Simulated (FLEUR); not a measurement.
CdTe:

```xyz
2
Lattice="0.0000 3.2050 3.2050 3.2050 0.0000 3.2050 3.2050 3.2050 0.0000" Properties=species:S:1:pos:R:3 pbc="T T T"
Te    4.8075    4.8075    4.8075
Cd    0.0000    0.0000    0.0000
```

Base run:

```yaml
Program: FLEUR MaX-R8.1 (patched build s14)
Functional: LDA exchange alone (X-alpha)
Potentials_or_basis: all-electron
Basis: FLAPW
Kmax: 3.8 1/bohr
k_mesh: 7 × 7 × 7
Occupations: fermi-dirac, width 0.05 eV
Spin: no spin polarisation
```

Its results: band gap on the k mesh 0.53 eV, direct.

After a change of settings the same cell gave: band gap on the k mesh 1.76 eV, direct. Which change was it?
A. functional from LDA exchange alone (X-alpha) to Wu-Cohen GGA
B. functional from LDA exchange alone (X-alpha) to HSE06; k mesh from 7 × 7 × 7 to 4 × 4 × 4
C. functional from LDA exchange alone (X-alpha) to PW91

B.

Caveats: some runs use coarse meshes; spin-orbit coupling is left out, which moves the levels of the heavy elements; core states are solved in the semilocal potential (some runs).

Runs at the PBE level aren't shown here.
